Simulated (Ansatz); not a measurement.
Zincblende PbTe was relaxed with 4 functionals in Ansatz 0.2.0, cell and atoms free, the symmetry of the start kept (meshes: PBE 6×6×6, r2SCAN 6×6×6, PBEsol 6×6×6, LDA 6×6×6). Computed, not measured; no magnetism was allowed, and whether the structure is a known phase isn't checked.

The PBE result:
```xyz
2
Lattice="0.0000 3.6654 3.6654 3.6654 0.0000 3.6654 3.6654 3.6654 0.0000" Properties=species:S:1:pos:R:3 pbc="T T T"
Pb    0.0000    0.0000    0.0000
Te    1.8327    1.8327    1.8327
```

It is cubic, F-43m (No. 216); a = 7.331 Å in the conventional setting, 49.25 Å³ an atom. Pb is surrounded by 4 Te at 3.17 Å; Te is surrounded by 4 Pb at 3.17 Å.

**Question.** Order the functionals by the relaxed volume, smallest first.
A. PBE
B. r2SCAN
C. PBEsol
D. LDA

**Answer.** D (45.14 Å³/atom), C (46.78 Å³/atom), B (48.29 Å³/atom), A (49.25 Å³/atom).

**Question.** What lattice does PBEsol give?

**Answer.** a = 7.207 Å; the volume differs by -5.0 % from PBE's. Around Pb lie 4 Te at 3.12 Å; around Te lie 4 Pb at 3.12 Å.

**Question.** What lattice does r2SCAN give?

**Answer.** a = 7.283 Å; the volume differs by -1.9 % from PBE's. Pb is surrounded by 4 Te at 3.15 Å; Te is surrounded by 4 Pb at 3.15 Å.

**Question.** Held at the r2SCAN cell, what mean stress do LDA and PBE find, and does its sign point to their own minimum?

**Answer.** Yes. LDA -1.72 GPa, and its relaxed volume is -6.5 % from r2SCAN's; PBE +0.55 GPa, and its relaxed volume is +2.0 % from r2SCAN's. Compression counts positive, so a positive stress asks for a larger cell.
